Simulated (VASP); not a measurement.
# VSi2 (P6_222) in VASP: further runs

Aim: see how the results for VSi2 move with the level of theory and the settings. Levels: PBEsol, RPBE. Tasks: relaxation of cell and atoms.

All numbers are computed with VASP 6.6.1; they aren't measurements. Logs are shortened: lines on timing, memory, paths and dates and some standing lists are left out, and cuts for length are marked.

## (1) The structure

It takes space group P6_222 (No. 180, hexagonal). Conventional cell: a = 4.535 Å, b = 4.535 Å, c = 6.319 Å, α = 90.00°, β = 90.00°, γ = 120.00°. Around V (site symmetry 222) lie 10 Si at 2.49 to 2.65 Å. Si (site symmetry 2) is surrounded by 5 Si at 2.46 to 2.65 Å and 5 V at 2.49 to 2.65 Å.

The cell comes from a database or a generator and needn't be the stable form of this composition.

## (2) Relaxation of cell and atoms, PBEsol

Input file INCAR:

```
SYSTEM = VSi2
  PREC = Accurate
  ENCUT = 580
  EDIFF = 1E-7
  ISMEAR = 0
  SIGMA = 0.1
  LREAL = .False.
  LASPH = .True.
  NELM = 80
  ALGO = Normal
  ISIF = 3
  LWAVE = .False.
  LCHARG = .False.
  GGA = PS
  IBRION = 2
  NSW = 90
  EDIFFG = -0.005
```

Input file KPOINTS:

```
regular mesh
0
Gamma
  9 9 6
  0 0 0
```

Input file POSCAR:

```
VSi2
1.0
    4.5347995800      0.0000000000      0.0000000000
   -2.2673997900      3.9272516400      0.0000000000
    0.0000000000      0.0000000000      6.3189006300
V Si
3 6
Direct
    0.0000000000      0.5000000000      0.1666666700
    0.5000000000      0.5000000000      0.8333333300
    0.5000000000      0.0000000000      0.5000000000
    0.8375067800      0.6750135500      0.5000000000
    0.1624932300      0.8375067800      0.8333333300
    0.6750135500      0.8375067800      0.1666666700
    0.1624932200      0.3249864500      0.5000000000
    0.8375067800      0.1624932200      0.8333333300
    0.3249864500      0.1624932300      0.1666666700
```

Potentials or basis: VASP PAW PBE potentials, release 64 (V, Si).

Started as:

```sh
> cat potpaw_PBE.64/V/POTCAR potpaw_PBE.64/Si/POTCAR > POTCAR
> mpirun -np 1 vasp_std > vasp.out
```

OUTCAR:

```text
SYSTEM = VSi2
   PREC = Accurate
   ENCUT = 580
   EDIFF = 1E-7
   ISMEAR = 0
   LREAL = .False.
   LASPH = .True.
   NELM = 80
   ISIF = 3
   GGA = PS
   IBRION = 2
   NSW = 90
   EDIFFG = -0.005

 ion  position               nearest neighbor table
   1  0.000  0.500  0.167-   4 2.49   7 2.49   5 2.49   8 2.49   9 2.60   6 2.60   6 2.60   9 2.60
                             6 2.65   9 2.65   3 3.09   3 3.09   2 3.09   2 3.09
   2  0.500  0.500  0.833-   4 2.49   7 2.49   9 2.49   6 2.49   8 2.60   5 2.60   8 2.60   5 2.60
                             5 2.65   8 2.65   3 3.09   3 3.09   1 3.09   1 3.09
   3  0.500  0.000  0.500-   5 2.49   6 2.49   9 2.49   8 2.49   7 2.60   4 2.60   7 2.60   4 2.60
                             7 2.65   4 2.65   2 3.09   1 3.09   2 3.09   1 3.09
   4  0.838  0.675  0.500-   5 2.46   6 2.46   1 2.49   2 2.49   7 2.55   3 2.60   3 2.60   3 2.65
                             7 2.65   7 2.65   8 3.05   9 3.05   9 3.14   8 3.14
   5  0.162  0.838  0.833-   4 2.46   9 2.46   3 2.49   1 2.49   8 2.55   2 2.60   2 2.60   2 2.65
                             8 2.65   8 2.65   7 3.05   6 3.05   7 3.14   6 3.14
   6  0.675  0.838  0.167-   4 2.46   8 2.46   3 2.49   2 2.49   9 2.55   1 2.60   1 2.60   1 2.65
                             9 2.65   9 2.65   7 3.05   5 3.05   7 3.14   5 3.14
   7  0.162  0.325  0.500-   8 2.46   9 2.46   1 2.49   2 2.49   4 2.55   3 2.60   3 2.60   3 2.65
                             4 2.65   4 2.65   6 3.05   5 3.05   5 3.14   6 3.14
   8  0.838  0.162  0.833-   7 2.46   6 2.46   3 2.49   1 2.49   5 2.55   2 2.60   2 2.60   2 2.65
                             5 2.65   5 2.65   4 3.05   9 3.05   4 3.14   9 3.14
   9  0.325  0.162  0.167-   7 2.46   5 2.46   3 2.49   2 2.49   6 2.55   1 2.60   1 2.60   1 2.65
                             6 2.65   6 2.65   4 3.05   8 3.05   4 3.14   8 3.14

  LATTYP: Found a hexagonal cell.
 ALAT       =     4.5347995800
 C/A-ratio  =     1.3934244543

  Lattice vectors:

 A1 = (   4.5347995800,   0.0000000000,   0.0000000000)
 A2 = (  -2.2673997900,   3.9272516400,   0.0000000000)
 A3 = (   0.0000000000,   0.0000000000,   6.3189006300)

Analysis of symmetry for initial positions (statically):
=====================================================================
 Subroutine PRICEL returns:
 Original cell was already a primitive cell.

 Routine SETGRP: Setting up the symmetry group for a
 hexagonal supercell.

 Subroutine GETGRP returns: Found 12 space group operations
 (whereof  4 operations were pure point group operations)
 out of a pool of 24 trial point group operations.

The static configuration has the point symmetry D_2 .
 The point group associated with its full space group is D_6 .

Analysis of symmetry for dynamics (positions and initial velocities):
=====================================================================
 Subroutine PRICEL returns:
 Original cell was already a primitive cell.

 Routine SETGRP: Setting up the symmetry group for a
 hexagonal supercell.

 Subroutine GETGRP returns: Found 12 space group operations
 (whereof  4 operations were pure point group operations)
 out of a pool of 24 trial point group operations.

The dynamic configuration has the point symmetry D_2 .
 The point group associated with its full space group is D_6 .

 Subroutine INISYM returns: Found 12 space group operations
 (whereof  4 operations are pure point group operations),
 and found     1 'primitive' translations

----------------------------------------------------------------------------------------

                                     Primitive cell

  volume of cell :     112.5352

  direct lattice vectors                    reciprocal lattice vectors
     4.534799580  0.000000000  0.000000000     0.220516912  0.127315498  0.000000000
    -2.267399790  3.927251640  0.000000000     0.000000000  0.254630997  0.000000000
     0.000000000  0.000000000  6.318900630     0.000000000  0.000000000  0.158255377

  length of vectors
     4.534799580  4.534799582  6.318900630     0.254630997  0.254630997  0.158255377

  position of ions in fractional coordinates (direct lattice)
     0.000000000  0.500000000  0.166666670
     0.500000000  0.500000000  0.833333330
     0.500000000  0.000000000  0.500000000
     0.837506780  0.675013550  0.500000000
     0.162493230  0.837506780  0.833333330
     0.675013550  0.837506780  0.166666670
     0.162493220  0.324986450  0.500000000
     0.837506780  0.162493220  0.833333330
     0.324986450  0.162493230  0.166666670

  ion indices of the primitive-cell ions
   primitive index   ion index
                 1           1
[... 22 lines left out ...]
     0.000000000  0.000000000  0.026375896     0.000000000  0.000000000  0.166666667

  Length of vectors
     0.028292333  0.028292333  0.026375896

  Shift w.r.t. Gamma in fractional coordinates (k-lattice)
     0.000000000  0.000000000  0.000000000

 Subroutine IBZKPT returns following result:
 ===========================================

 Found     48 irreducible k-points:

 Following reciprocal coordinates:
            Coordinates               Weight
  0.000000  0.000000  0.000000      1.000000
  0.111111  0.000000  0.000000      6.000000
  0.222222  0.000000  0.000000      6.000000
  0.333333  0.000000  0.000000      6.000000
  0.444444  0.000000  0.000000      6.000000
  0.111111  0.111111  0.000000      6.000000
[... 16 lines left out ...]
  0.333333  0.222222  0.166667     24.000000
  0.333333  0.333333  0.166667      4.000000
 [... further k-points ...]
   k-points           NKPTS =     48   k-points in BZ     NKDIM =     48   number of bands    NBANDS=     24
   number of dos      NEDOS =    301   number of ions     NIONS =      9
   total plane-waves  NPLWV =  64800
   dimension x,y,z NGX =    36 NGY =   36 NGZ =   50
   dimension x,y,z NGXF=    72 NGYF=   72 NGZF=  100
   ions per type =               3   6
   NGX,Y,Z   is equivalent  to a cutoff of  13.20, 13.20, 13.15 a.u.
   NGXF,Y,Z  is equivalent  to a cutoff of  26.40, 26.40, 26.31 a.u.
 SYSTEM =  VSi2
   PREC   = accura    normal or accurate (medium, high low for compatibility)
   ISTART =      0    job   : 0-new  1-cont  2-samecut
   ICHARG =      2    charge: 1-file 2-atom 10-const
   ISPIN  =      1    spin polarized calculation?
   LNONCOLLINEAR =      F non collinear calculations
   LSORBIT =      F    spin-orbit coupling
   LASPH  =      T    aspherical Exc in radial PAW
   ENCUT  =  580.0 eV  42.63 Ry    6.53 a.u.   8.90  8.90 12.41*2*pi/ulx,y,z
   NELM   =     80;   NELMIN=  2; NELMDL= -5     # of ELM steps
   EDIFF  = 0.1E-06   stopping-criterion for ELM
   LREAL  =      F    real-space projection
   EDIFFG = -.5E-02   stopping-criterion for IOM
   NSW    =     90    number of steps for IOM
   IBRION =      2    ionic relax: 0-MD 1-quasi-New 2-CG
   NFREE  =      1    steps in history (QN), initial steepest desc. (CG)
   ISIF   =      3    stress and relaxation
   ISYM   =      2    0-nonsym 1-usesym 2-fastsym
   POTIM  = 0.5000    time-step for ionic-motion
   TEBEG  =    0.0;   TEEND  =   0.0 temperature during run
   PSTRESS=    0.0 pullay stress
   NELECT =      39.0000    total number of electrons
   NUPDOWN=      -1.0000    fix difference up-down
   EMIN   =  10.00;   EMAX   =-10.00  energy-range for DOS
   EFERMI =   0.00;   METHOD = LEGACY
   ISMEAR =     0;   SIGMA  =   0.10  broadening in eV -4-tet -1-fermi 0-gaus
   EFERMI_NEDOS =   21; number of points for ismear=-14 and -15
   IALGO  =     38    algorithm
   IMIX   =      4    mixing-type and parameters
     AMIX     =   0.40;   BMIX     =  1.00
     AMIX_MAG =   1.60;   BMIX_MAG =  1.00
  volume/ion in A,a.u.               =      12.50        84.38
  Fermi-wavevector in a.u.,A,eV,Ry     =   1.149918  2.173030 17.991143  1.322312
  Thomas-Fermi vector in A             =   2.286585
   LORBIT       =      0    0 simple, 1 ext, 2 COOP (PROOUT), +10 PAW based schemes
   GGA     = PS    functional components
   LHFCALC =     F    Hartree Fock is set to
   AEXX    =    0.0000 exact exchange contribution
   IVDW    =     0    specifies the selected vdW correction
   LEPSILON=     F    determine dielectric tensor
   LRPA    =     F    only Hartree local field effects (RPA)
 conjugate gradient relaxation of ions
 non-spin polarized calculation
 Gauss-broadening in eV      SIGMA  =   0.10
  energy-cutoff  :      580.00
  volume of cell :      112.54
 maximum number of plane-waves:      3594
 NGX is ok and might be reduce to    36
   NGX = 17   NGY = 17   NGZ = 25

--------------------------------------- Ionic step        1  -------------------------------------------

 number of electron      39.0000003 magnetization

 Free energy of the ion-electron system (eV)
  ---------------------------------------------------
  ext. energy  EPLUGINS =         0.00000000
  ---------------------------------------------------
  free energy    TOTEN  =       -68.54092891 eV

  energy without entropy =      -68.50672014  energy(sigma->0) =      -68.52382452

------------------------ aborting loop because EDIFF is reached ----------------------------------------

  FORCE on cell =-STRESS in cart. coord.  units (eV):
  Direction    XX          YY          ZZ          XY          YZ          ZX
  --------------------------------------------------------------------------------------
  -------------------------------------------------------------------------------------
  Total       -0.7412036     -0.7412036      0.0619203     -0.0000000      0.0000000      0.0000000
  in kB      -10.5526065    -10.5526066      0.8815673     -0.0000000      0.0000000      0.0000000
  external PRESSURE =      -6.7412153 kB  Pullay stress =       0.0000000 kB
[... 202 lines left out ...]
--------------------------------------- Ionic step        6  -------------------------------------------

 number of electron      39.0000003 magnetization

 Free energy of the ion-electron system (eV)
  ---------------------------------------------------
  ext. energy  EPLUGINS =         0.00000000
  ---------------------------------------------------
  free energy    TOTEN  =       -68.54453667 eV

  energy without entropy =      -68.50933469  energy(sigma->0) =      -68.52693568

 E-fermi :  10.2002     XC(G=0): -12.2285

 val. band max:       10.1926963741   @ k =   0.4444   0.1111   0.3333
 cond. band min:      10.2025783171   @ k =   0.3333   0.3333   0.3333
 fundamental gap:      0.0098819430
 Fermi energy:        10.2002224927

 k-point     1 :       0.0000    0.0000    0.0000
  band No.  band energies     occupation
      1      -3.4695      2.00000
      2      -0.0920      2.00000
      3      -0.0920      2.00000
      4       4.0488      2.00000
      5       4.8755      2.00000
      6       4.8755      2.00000
[... 637 lines left out ...]
     23      11.6217      0.00000
     24      12.0677      0.00000

 [... further k-points ...]

------------------------ aborting loop because EDIFF is reached ----------------------------------------

  FORCE on cell =-STRESS in cart. coord.  units (eV):
  Direction    XX          YY          ZZ          XY          YZ          ZX
  --------------------------------------------------------------------------------------
  -------------------------------------------------------------------------------------
  Total       -0.0024010     -0.0024010      0.0067660      0.0000000      0.0000000      0.0000000
  in kB       -0.0343252     -0.0343252      0.0967265      0.0000000      0.0000000      0.0000000
  external PRESSURE =       0.0093587 kB  Pullay stress =       0.0000000 kB
[... 24 lines left out ...]
  FREE ENERGIE OF THE ION-ELECTRON SYSTEM (eV)
  ---------------------------------------------------
  free  energy   TOTEN  =       -68.5445366699 eV

  energy  without entropy=      -68.5093346851  energy(sigma->0) =      -68.52693568

 reached required accuracy - stopping structural energy minimisation
```

It took 4.7 min on 1 thread of Intel Xeon 6975P-C (Granite Rapids), shared host; peak memory 0.34 GiB.

What came out:

```
Free energy                            : -68.5445 eV
Relaxed volume                         : 12.45 Å³/atom
Relaxed cell                           : a = 4.523 Å, b = 4.523 Å, c = 6.327 Å, α = 90.00°, β = 90.00°, γ = 120.00°
Space group after relaxing (to 0.05 Å) : P6_222 (No. 180)
Energy gained by relaxing              : 0.4 meV/atom
Ionic steps                            : 6
Pressure after relaxing                : 0.0 GPa
Band gap on the k mesh                 : none (metal or under the smearing width)
```

The path:
| step | energy change (eV) | largest force (eV/Å) | pressure (GPa) | volume (Å³) |
| --- | --- | --- | --- | --- |
| 1 | 0.0000 | 0.0855 | -0.67 | 112.54 |
| 2 | -0.0026 | 0.0317 | 0.68 | 111.68 |
| 3 | -0.0030 | 0.0459 | 0.32 | 111.90 |
| 4 | -0.0035 | 0.0016 | -0.11 | 112.13 |
| 5 | -0.0036 | 0.0117 | -0.01 | 112.07 |
| 6 | -0.0036 | 0.0003 | 0.00 | 112.07 |

Final structure:
```
V Si
1.0
     4.52259    0.00000    0.00000
    -2.26130    3.91668    0.00000
     0.00000    0.00000    6.32690
V Si
3 6
Cartesian
  -1.1306 1.9583 1.0545
  1.1306 1.9583 5.2724
  2.2613 0.0000 3.1635
  2.2613 2.6379 3.1635
  -1.1538 3.2773 5.2724
  1.1538 3.2773 1.0545
  0.0000 1.2788 3.1635
  3.4151 0.6394 5.2724
  1.1075 0.6394 1.0545
```

Caveat: the PAW data sets were made with another functional, which shifts forces and pressure a little.

## (3) Relaxation of cell and atoms, RPBE

Changes to INCAR since step 2:

```diff
@@ -2,3 +2,3 @@
   PREC = Accurate
-  ENCUT = 580
+  ENCUT = 600
   EDIFF = 1E-7
@@ -13,3 +13,3 @@
   LCHARG = .False.
-  GGA = PS
+  GGA = RP
   IBRION = 2
```

KPOINTS is that of step 2.

POSCAR is that of step 2.

Potentials or basis: VASP PAW PBE potentials, release 64 (V_sv, Si).

Started as:

```sh
> cat potpaw_PBE.64/V_sv/POTCAR potpaw_PBE.64/Si/POTCAR > POTCAR
> mpirun -np 1 vasp_std > vasp.out
```

It took 8.3 min on 1 thread of Intel Xeon 6975P-C (Granite Rapids), shared host; peak memory 0.36 GiB.

The run converged. Its results:

```
Free energy                            : -60.6051 eV
Relaxed volume                         : 12.97 Å³/atom
Relaxed cell                           : a = 4.589 Å, b = 4.589 Å, c = 6.399 Å, α = 90.00°, β = 90.00°, γ = 120.00°
Space group after relaxing (to 0.05 Å) : P6_222 (No. 180)
Energy gained by relaxing              : 9.3 meV/atom
Ionic steps                            : 8
Pressure after relaxing                : 0.0 GPa
Band gap on the k mesh                 : none (metal or under the smearing width)
```

Step by step:
```tsv
step	energy change (eV)	largest force (eV/Å)	pressure (GPa)	volume (Å³)
1	0.0000	0.0370	6.63	112.54
2	0.0045	0.0299	-5.90	121.18
3	-0.0831	0.0006	0.00	116.68
4	-0.0831	0.0012	0.12	116.60
5	-0.0833	0.0018	0.09	116.63
6	-0.0833	0.0017	0.10	116.63
7	-0.0833	0.0013	-0.07	116.75
8	-0.0833	0.0015	0.01	116.69
```

Final structure:
```yaml
crystal:
  lattice:
    - [4.58884, 0.00000, 0.00000]
    - [-2.29442, 3.97405, 0.00000]
    - [0.00000, 0.00000, 6.39862]
  atoms:
    - { symbol: V, position: [0.00000, 0.50000, 0.16667] }
    - { symbol: V, position: [0.50000, 0.50000, 0.83333] }
    - { symbol: V, position: [0.50000, 0.00000, 0.50000] }
    - { symbol: Si, position: [0.83740, 0.67479, 0.50000] }
    - { symbol: Si, position: [0.16260, 0.83740, 0.83333] }
    - { symbol: Si, position: [0.67479, 0.83740, 0.16667] }
    - { symbol: Si, position: [0.16260, 0.32521, 0.50000] }
    - { symbol: Si, position: [0.83740, 0.16260, 0.83333] }
    - { symbol: Si, position: [0.32521, 0.16260, 0.16667] }
```

Levels at points of the mesh, in eV from the Fermi level:
```tsv
k point	band 28	band 29	band 30	band 31	band 32	band 33	band 34	band 35	band 36	band 37
(0.00, 0.00, 0.00)	-2.10	-2.10	-1.77	-1.77	-1.70	0.36	2.03	2.36	2.36	2.43
(0.00, 0.00, 0.50)	-1.97	-1.82	-1.82	-1.53	0.53	0.53	2.01	2.39	2.44	2.49
```

Caveat: the PAW data sets were made with another functional, which shifts forces and pressure a little.
